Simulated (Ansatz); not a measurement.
SnO2:

```
Sn O
1.0
     1.61709    0.93363    4.80059
    -1.61709    0.93363    4.80059
     0.00000   -1.86726    4.80059
Sn O
1 2
Cartesian
  0.0000 0.0000 7.2009
  0.0000 0.0000 10.9861
  0.0000 0.0000 3.4157
```

Measurements of this composition are mostly on another form, of space group No. 136.

```yaml
Program: Ansatz 0.2.0
Task: single point
Functional: PBE
Potentials_or_basis: all-electron LAPW, scalar-relativistic
Cutoff: 382 eV (chosen from the basis error)
Basis_error_allowed: 0.001 eV/atom
k_mesh: 10 × 10 × 10
Occupations: fermi-dirac, width 0.05 eV
Spin: no spin polarisation
```

On this cell: pressure -0.6 GPa; largest force 0.136 eV/Å; band gap on the k mesh 1.94 eV, indirect (least direct gap 2.05 eV).

The same run follows on a disturbed copy (atoms moved at random, drawn with an rms of 0.05 Å):

```
Sn O
1.0
     1.61709    0.93363    4.80059
    -1.61709    0.93363    4.80059
     0.00000   -1.86726    4.80059
Sn O
1 2
Cartesian
  0.0321 0.0144 7.2651
  0.0185 0.0541 11.0151
  -0.0411 0.0163 3.4387
```

Q: What does the disturbed cell give?

A: The energy moves by +14.4 meV/atom; pressure 0.1 GPa; largest force 1.020 eV/Å; band gap on the k mesh 1.92 eV, indirect (least direct gap 2.06 eV).

Forces on the atoms (eV/Å):
```
Sn  -0.641  0.144 -0.780
O   -0.023 -0.283  0.433
O    0.664  0.139  0.347
```

Stress tensor (GPa, compression positive):
```
 0.22  0.34  2.39
 0.34  0.21  1.54
 2.39  1.54 -0.23
```

Caveats: spin-orbit coupling is left out, which moves the levels of the heavy elements.

A k mesh can miss the band edges.
